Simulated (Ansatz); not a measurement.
Calculation for bcc Zr (100), 5 layers: DFT, PBE, PAW with Ansatz's default frozen-core files, scalar-relativistic (Ansatz 0.2.0). This run: atoms relaxed.

The slab is cut from a bulk crystal relaxed on PAW files (its atoms may have been relaxed since), whose type needn't be the stable one.

Command: `ansatz run input.yaml --threads 2 --pin off --max-ram 4096MiB --backend cpu --events-out ev --progress --plain --runs-dir out` It took 18 s on 2 threads of Intel(R) Xeon(R) 6975P-C (Granite Rapids), with other jobs on the host, peak memory 0.54 GiB.

```yaml
crystal:
  lattice:
    - [3.5778464248, 0.0, 0.0]
    - [0.0, 3.5778464248, 0.0]
    - [0.0, 0.0, 20.1557]
  atoms:
    - { symbol: Zr, position: [0.0, 0.0, 0.3224895974] }
    - { symbol: Zr, position: [0.5, 0.5, 0.4112447984] }
    - { symbol: Zr, position: [0.0, 0.0, 0.5] }
    - { symbol: Zr, position: [0.5, 0.5, 0.5887552016] }
    - { symbol: Zr, position: [0.0, 0.0, 0.6775104026] }
kpoints:
  mp_grid: { grid: [10, 10, 1] }
scf:
  occupations: { method: fermi_dirac, width: 0.1 }
hamiltonian:
  xc: pbe
  pseudopotentials: { kind: paw }
output:
  forces: true
  stress: true
  eigenvalues: true
relax:
  f_tol: 0.01
  max_steps: 40
efield:
  axis: 3
  amplitude: 0
  dipole_correction: true
```

Output:

```
Warning: output.stress: scf.convergence.dr2_threshold = 1e-7 eV (the SCF's general default) is looser than the 5e-10 eV advised for a printed stress (1e-10 eV for each atom of the cell: 5). What an SCF threshold leaves in a stress goes as its square root, and in the free energy as the threshold itself, and one threshold admits the most on a small cell: of the crystals measured, under no hybrid functional and no lock of the moments, on runs that ended without the residual-converged pass, on stresses that held no estimate of that error, the worst erred by over 100 MPa in a component at 1e-7 eV an atom and by under 5 at 1e-10. Every solve of this run answers to scf.convergence.dr2_threshold, and the tensor of one is reported: a single SCF on the reported geometry and on this run's grids (its basis.xc_grid and basis.ecutrho_ratio typed), with scf.convergence.dr2_threshold at 5e-10 eV or tighter, prints it and tightens no other solve. Else set scf.convergence.dr2_threshold to 5e-10 eV or tighter. The threshold is an SCF's pass mark: one that does not reach it within its budget of iterations ends unconverged, or closes short of it on a stop that the run arms, and scf.convergence.dr2_threshold's page says what that costs each kind of run
Engine: ansatz 0.2.0
Pseudopotentials: kind: paw
Pseudopotential: Zr, paw, valence charge 12, recommended cutoff 420 eV (normal), Zr.paw.azcp
Functional definition: PBE
  parameter kappa = 0.804
  parameter beta = 0.06672455060314922
  exchange = pbe_x(kappa = kappa, mu = beta*pi^2/3)
  correlation = pbe_c(beta = beta)
Crystal: 5 atoms, lattice volume = 258.013 Å³
Basis set: ecut = 420 eV, 5007 PW (Γ), exchange–correlation on 48×48×270 points (8 copies of the dense FFT grid, shifted against one another)
Bands: 36, of which v1, the nominal top of the filled ones, is band 30 counted from 1 (29 counted from 0)
Symmetry: 8 space group operations
k-points: 21 of 100
Non-local potential: Zr, projectors of the file, l = 0: 3, l = 1: 2, l = 2: 2, l = 3: 2
PAW form: soft (Blöchl's): semilocal exchange-correlation on the pseudo side does not see the compensation charge
PAW one-centre angular grid: Zr, 590 points (default); XC on 64 Gauss nodes
Initial density: superposition of atomic densities (neutral atoms: chi_scale 0, normalization atom), corrected by the library's trained network
Initial wavefunctions: pseudopotential atomic-orbital guess
Functional: x = pbe(κ = 0.804, μ = 0.2195149727645171), c = pbe(β = 0.06672455060314922)
SCF iter   1: F=—  HF=-20916.567791 eV  |F-HF|=—  |Δ(HF+E_count)|=         —  Δρ=3.61e-3  dr2=7.56e-2  ethr=1.77e-3  p=0.000 e·Å  D=6.66e-14 V/Å  ΔV_dip=-0.00 eV  dr2_dipole=3.13e-7  V_vac-E_F(+/−)=3.25/3.25 eV  ⟨swp⟩=7.5  Hψ=3306  notcnv=0
efield: sawtooth ramp at fractional position 0.9500 (placed from the atoms, in the widest stretch of the axis that holds none; the zero of the levels goes with the place), width 0.1000; the density the first Hamiltonian is built on has a dipole p = 0.000 e·Å; the dipole correction subtracts the counter field D = 6.66e-14 V/Å, which shifts the + side's vacuum level by -0.00 eV against the − side's; the planar-averaged density in the ramp window peaks in size at 2.0e-4 e/Å³
preconditioner: auto → LDOS  [metal: Δε(μ)=0.011 eV  Ē_g=2.093 eV  σ=0.100 eV  W_gap=0.03  n_scr=40 (ndim 8)  ℏωp=10.3 eV  f_vac=0.447  D(μ)=9.22/eV (n_scr^D=72)  β→1.0]
SCF iter   2: F=—  HF=-20916.568698 eV  |F-HF|=—  |Δ(HF+E_count)|=   9.07e-4  Δρ=1.35e-3  dr2=7.30e-3  ethr=1.26e-4  p=0.000 e·Å  D=1.97e-5 V/Å  ΔV_dip=-0.00 eV  dr2_dipole=3.32e-7  V_vac-E_F(+/−)=3.22/3.23 eV  ⟨swp⟩=2.1  Hψ=1236  notcnv=0
SCF iter   3: F=—  HF=-20916.568436 eV  |F-HF|=—  |Δ(HF+E_count)|=   2.62e-4  Δρ=5.89e-4  dr2=2.57e-3  ethr=1.22e-5  p=0.000 e·Å  D=3.82e-6 V/Å  ΔV_dip=-0.00 eV  dr2_dipole=1.42e-8  V_vac-E_F(+/−)=3.24/3.24 eV  ⟨swp⟩=2.0  Hψ=1345  notcnv=0
SCF iter   4: F=—  HF=-20916.568110 eV  |F-HF|=—  |Δ(HF+E_count)|=   3.26e-4  Δρ=1.86e-4  dr2=2.35e-4  ethr=4.29e-6  p=0.000 e·Å  D=2.63e-6 V/Å  ΔV_dip=-0.00 eV  dr2_dipole=3.45e-10  V_vac-E_F(+/−)=3.25/3.25 eV  ⟨swp⟩=2.1  Hψ=1241  notcnv=0
SCF iter   5: F=—  HF=-20916.568352 eV  |F-HF|=—  |Δ(HF+E_count)|=   2.43e-4  Δρ=5.53e-5  dr2=2.17e-5  ethr=3.92e-7  p=0.000 e·Å  D=1.34e-6 V/Å  ΔV_dip=-0.00 eV  dr2_dipole=4.13e-13  V_vac-E_F(+/−)=3.26/3.26 eV  ⟨swp⟩=2.0  Hψ=964  notcnv=0
iter 6 did not close the SCF: its close was put off until two iterations running show no level that it waits for move by more than its bar (scf_convergence_deferred on its scf_iter line)
SCF iter   6: F=-20916.568350 eV  HF=-20916.568351 eV  |F-HF|=1.17e-6  |Δ(HF+E_count)|=   1.19e-6  Δρ=1.98e-5  dr2=2.28e-6  ethr=4.17e-9  p=0.000 e·Å  D=5.12e-7 V/Å  ΔV_dip=-0.00 eV  dr2_dipole=3.77e-11  V_vac-E_F(+/−)=3.26/3.26 eV  ⟨swp⟩=8.1  Hψ=3834  notcnv=0
iter 7 did not close the SCF: its close was put off until two iterations running show no level that it waits for move by more than its bar (scf_convergence_deferred on its scf_iter line)
SCF iter   7: F=-20916.568351 eV  HF=-20916.568351 eV  |F-HF|=2.10e-8  |Δ(HF+E_count)|=   1.15e-7  Δρ=4.88e-6  dr2=1.93e-7  ethr=3.80e-9  p=0.000 e·Å  D=2.02e-7 V/Å  ΔV_dip=-0.00 eV  dr2_dipole=2.63e-12  V_vac-E_F(+/−)=3.26/3.26 eV  ⟨swp⟩=2.2  Hψ=2765  notcnv=0
SCF iter   8: F=-20916.568351 eV  HF=-20916.568351 eV  |F-HF|=2.48e-8  |Δ(HF+E_count)|=   6.97e-8  Δρ=2.27e-6  dr2=3.41e-8  ethr=3.22e-10  p=0.000 e·Å  D=1.03e-7 V/Å  ΔV_dip=-0.00 eV  dr2_dipole=1.58e-13  V_vac-E_F(+/−)=3.26/3.26 eV  ⟨swp⟩=1.9  Hψ=2289  notcnv=0
WARN: efield: at this solve's end the planar-averaged density reaches 6.54e-5 e/Å³ inside the ramp window [0.9004, 0.0996] (bound 1e-5 e/Å³); the window's nearer edge stands 4.49 Å from this solve's nearest atom along the axis. Its work functions, free energy, forces, stress, dipole, levels and responses can be off, and this figure does not tell by how much. A short vacuum, a low `basis.ecutwfc` or `basis.ecutrho_ratio` and negative occupations (`scf.occupations.method`) can put density there. See the manual's quickstart, § The vacuum guard
SCF 1 converged in 8 iterations: F = -20916.568351 eV  dr2 = 3.41e-8
  greatest PAW one-centre occupation: 0.996 electrons in one spin orbital (limit 2), on the Zr atom at site 2 (counted from 0), in its partial waves of l = 0
relax step   1: F+E_penalty+E_count = -20916.56835100 eV  Δ(F+E_penalty+E_count) = +0.000e0 eV  max|allowed force component| = 3.955e-1 eV/Å  Δτ_max = 0.0000 Å  (8 SCF iters, dr2 threshold 2.50e-6 eV, accepted)
Initial density: handed on by an earlier stage of this run
Initial wavefunctions: those handed on with the density
iter 1 solved again at ethr=2.30e-3 eV; its pass at ethr=3.10e-3 eV (dr2=1.38e0 eV) is discarded
SCF iter   1: F=—  HF=-20916.671223 eV  |F-HF|=—  |Δ(HF+E_count)|=         —  Δρ=7.93e-3  dr2=1.22e0  ethr=2.30e-3  p=0.000 e·Å  D=1.03e-7 V/Å  ΔV_dip=-0.00 eV  dr2_dipole=1.66e-11  V_vac-E_F(+/−)=3.38/3.38 eV  ⟨swp⟩=1.0  Hψ=2688  notcnv=0
efield: sawtooth ramp at fractional position 0.9500 (handed on by an earlier solve), width 0.1000; the density the first Hamiltonian is built on has a dipole p = 0.000 e·Å; the dipole correction subtracts the counter field D = 1.03e-7 V/Å, which shifts the + side's vacuum level by -0.00 eV against the − side's; the planar-averaged density in the ramp window peaks in size at 4.2e-5 e/Å³
preconditioner: auto → LDOS  [metal: Δε(μ)=0.022 eV  Ē_g=2.203 eV  σ=0.100 eV  W_gap=0.05  n_scr=40 (ndim 8)  ℏωp=10.3 eV  f_vac=0.468  D(μ)=8.61/eV (n_scr^D=58)  β→1.0]
[... lines left out ...]
--- Per-component energies (eV) ---
  E_band       = -1037.522920
  E_kinetic    = 1658.871568
  E_local      = -31026.590692  (includes V_loc(G=0)·N_el)
  E_nonlocal   = 405.844265
  E_hartree    = 14638.181615
  E_xc         = -803.563501
  E_vxc        = -948.344402  (∫ρ·V_xc dr)
  E_paw        = -14771.359053  (= ΣΔE_a)
  E_vpaw       = -403.679335  (= ΣTr[D̂ρ^β])
  E_aug_tail   = 0.000124  (compensation charges beyond the density's cutoff)
  E_efield     = 0.000000  (sawtooth field / dipole correction)
  E_vefield    = 0.000000  (∫n·V_field dr)
  E_ewald      = 8982.303915
  E_smearing   = -0.294330  (= −TS)
  E_closure    = 0.000000  (closes the sum)
  Σ components = -20916.606089   (vs F -20916.606089, Δ=0.00e0)
--- Forces (eV/Å), atoms counted from 1 ---
  atom   1  Zr     0.00000000     0.00000000     0.00139064
  atom   2  Zr     0.00000000     0.00000000     0.00371014
  atom   3  Zr     0.00000000     0.00000000     0.00000055
  atom   4  Zr     0.00000000     0.00000000    -0.00371146
  atom   5  Zr    -0.00000000     0.00000000    -0.00139020
  max |Σ_I F_I| component: 3.42e-7 eV/Å
--- Stress (GPa, compression-positive) ---
       -2.108072       0.000000      -0.000000
        0.000000      -2.108072       0.000000
       -0.000000       0.000000      -0.013782
  P = ⅓ Tr σ = -1.4100 GPa (-14.100 kbar)
--- Band table (eV; the first three rows and the last of 21) ---
  k-point 0: bands = ["-44.5351", "-44.5348", "-43.7547", "-43.6097", "-43.5401", "-22.6802", "-22.6787", "-22.4767", "-22.4767", "-22.4711", "-22.4711", "-21.9805", "-21.8658", "-21.8658", "-21.7616", "-21.5511", "-21.5511", "-21.4446", "-21.3507", "-21.3507", "-0.3654", "0.7417", "2.0536", "2.1327", "2.2942", "2.7730", "2.8361", "4.1783", "4.8442", "4.9548", "5.6586", "5.6586", "5.7228", "5.7228", "5.7656", "6.0219"]
  k-point 1: bands = ["-44.5333", "-44.5331", "-43.7491", "-43.6092", "-43.5442", "-22.6837", "-22.6826", "-22.4964", "-22.4954", "-22.4704", "-22.4656", "-21.9743", "-21.9246", "-21.8553", "-21.7120", "-21.5867", "-21.5539", "-21.4158", "-21.3672", "-21.3641", "-0.2000", "0.8741", "2.1222", "2.2428", "2.4027", "2.7690", "2.9858", "4.1562", "4.7933", "4.9620", "5.3167", "5.4196", "5.4988", "5.7385", "5.8120", "5.8556"]
  k-point 2: bands = ["-44.5287", "-44.5285", "-43.7331", "-43.6079", "-43.5563", "-22.6958", "-22.6927", "-22.5513", "-22.5492", "-22.4538", "-22.4508", "-22.0054", "-21.9742", "-21.8243", "-21.6651", "-21.6253", "-21.5614", "-21.4028", "-21.3986", "-21.3830", "0.2684", "1.2266", "2.2310", "2.4797", "2.6775", "2.7468", "3.4641", "4.2391", "4.6335", "4.8630", "4.8933", "4.9557", "5.4636", "5.5076", "5.6718", "5.9232"]
  k-point 20: bands = ["-44.5049", "-44.5048", "-43.6541", "-43.5993", "-43.5919", "-22.6918", "-22.6918", "-22.6733", "-22.6733", "-22.6241", "-22.6159", "-22.1070", "-22.1070", "-21.7644", "-21.7378", "-21.6752", "-21.6752", "-21.6537", "-21.3853", "-21.3853", "2.1705", "2.1987", "3.2088", "3.2836", "3.8594", "3.8594", "3.9212", "3.9212", "3.9321", "4.1752", "4.1752", "5.0801", "5.0801", "6.6878", "6.6878", "7.0321"]
--- Relaxed structure (4 steps of the walk, 4 accepted, 0 SCFs on fresh bases) ---
  F+E_penalty+E_count = -20916.60608896 eV   max|allowed force component| = 3.711e-3 eV/Å
  atoms:
    - { symbol: Zr, position: [-7.283778135179892e-35, 0.0, 0.32802042635272133] }
    - { symbol: Zr, position: [0.5, 0.5, 0.41245310480405245] }
    - { symbol: Zr, position: [9.588345351160594e-36, 0.0, 0.4999999996845364] }
    - { symbol: Zr, position: [0.5, 0.5, 0.5875468999756656] }
    - { symbol: Zr, position: [3.061541848967067e-35, 0.0, 0.671979569183024] }
```

The program warned of electron density in the middle of the vacuum in some runs, so work functions there carry some error.
